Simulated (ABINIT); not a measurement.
Sn: band structure with LDA

Crystal: Sn.

```
Sn
1.0
     0.00000    3.23334    3.23334
     3.23334    0.00000    3.23334
     3.23334    3.23334    0.00000
Sn
2
Direct
  0.75000 0.75000 0.75000
  0.50000 0.50000 0.50000
```

This isn't the form of Sn at room conditions, which is tetragonal (white tin).

| Item | Value |
| --- | --- |
| Program | ABINIT 10.8.3 (patched build) |
| Task | band structure |
| Functional | LDA |
| Potentials or basis | HGH LDA |
| Cutoff | 435 eV |
| k mesh | 7 × 7 × 7 |
| Occupations | fermi-dirac, width 0.05 eV |
| Spin | no spin polarisation |

| Quantity | Value |
| --- | --- |
| Pressure | -1.2 GPa |
| Band gap on the k mesh | none (metal or under the smearing width) |
| Valence electrons inside the program's atomic spheres | Sn 1.03 (radii [1.0584] Å) |

Levels at the corners of the path, in eV from the Fermi level:
| point | band 2 | band 3 | band 4 | band 5 | band 6 | band 7 |
| --- | --- | --- | --- | --- | --- | --- |
| Γ | -0.57 | 0.09 | 0.09 | 0.09 | 2.27 | 2.27 |
| X | -7.56 | -2.43 | -2.43 | 0.83 | 0.83 | 7.92 |
| W | -7.50 | -3.03 | -3.03 | 3.56 | 3.56 | 4.09 |
| K | -7.07 | -3.37 | -2.08 | 1.13 | 3.47 | 5.93 |
| Γ | -0.57 | 0.09 | 0.09 | 0.09 | 2.27 | 2.27 |
| L | -6.32 | -1.09 | -1.09 | 0.03 | 3.31 | 3.31 |
| U | -7.07 | -3.37 | -2.08 | 1.13 | 3.47 | 5.93 |
| W | -7.50 | -3.03 | -3.03 | 3.56 | 3.56 | 4.09 |
| L | -6.32 | -1.09 | -1.09 | 0.03 | 3.31 | 3.31 |
| K | -7.07 | -3.37 | -2.08 | 1.13 | 3.47 | 5.93 |

Wall time 23 s on 1 thread of Arm Neoverse V1 (shared host), peak memory 0.11 GiB.

Caveat: spin-orbit coupling is left out, which moves the levels of the heavy elements; HGH potentials are hard and often keep d shells in the core, so these values are rough.
